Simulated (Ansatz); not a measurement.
The system is CsSnI3.

```xyz
5
Lattice="6.2057 0.0000 0.0000 0.0000 6.2057 0.0000 0.0000 0.0000 6.2057" Properties=species:S:1:pos:R:3 pbc="T T T"
Cs    0.0000    0.0000    0.0000
I     3.1029    3.1029    0.0000
I     3.1029    0.0000    3.1029
I     0.0000    3.1029    3.1029
Sn    3.1029    3.1029    3.1029
```

Base run:

- Program: Ansatz 0.2.0
- Functional: LDA
- Potentials or basis: Ansatz PAW
- Cutoff: 420 eV (not typed: the program's choice for these potentials)
- k mesh: 5 × 5 × 5
- Occupations: fermi-dirac, width 0.05 eV
- Spin: no spin polarisation

Its results: pressure -1.6 GPa.

After a change of settings the same cell gave: pressure 0.0 GPa. Which change was it?
A. functional from LDA to BLYP
B. functional from LDA to RPBE
C. functional from LDA to revPBE
D. functional from LDA to r2SCAN; cutoff from 420 eV (not typed: the program's choice for these potentials) to 500 eV (not typed: the program's choice for these potentials)

D.

Caveats: the cell was measured hot, at 500 K; the PAW data sets come from PBE, with cores solved anew for the run's functional, which leaves a small shift of forces and pressure.

Runs at the PBE level aren't shown here.
